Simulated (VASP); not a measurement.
The system is SnS.

```
Sn S
1.0
    11.10224    0.00000    0.00000
     0.00000    3.98561    0.00000
     0.00000    0.00000    4.22986
Sn S
4 4
Direct
  0.11852 0.25000 0.10999
  0.38148 0.75000 0.60999
  0.61852 0.25000 0.39001
  0.88148 0.75000 0.89001
  0.85325 0.25000 0.47437
  0.64675 0.75000 0.97437
  0.35325 0.25000 0.02563
  0.14675 0.75000 0.52563
```

Base run:

| Item | Value |
| --- | --- |
| Program | VASP 6.6.1 |
| Functional | PBE |
| Potentials or basis | VASP PAW PBE potentials, release 64 (Sn_d, S) |
| Cutoff | 520 eV |
| k mesh | 2 × 4 × 4 |
| Occupations | gaussian, width 0.03 eV |
| Spin | no spin polarisation |

Its results: band gap on the k mesh 0.77 eV, indirect (least direct gap 1.31 eV); pressure 3.3 GPa; largest force 0.046 eV/Å.

Question: The run is repeated on the same cell with these changes: functional from PBE to PBE0. What comes out?

Answer: Band gap on the k mesh 1.74 eV, indirect (least direct gap 2.32 eV); pressure 1.3 GPa; largest force 0.229 eV/Å.

PBE0 gives the wider gap, since exact exchange removes part of the self-interaction.

Caveats: spin-orbit coupling is left out, which moves the levels of the heavy elements; the PAW data sets were made with another functional, which shifts forces and pressure a little (some runs).
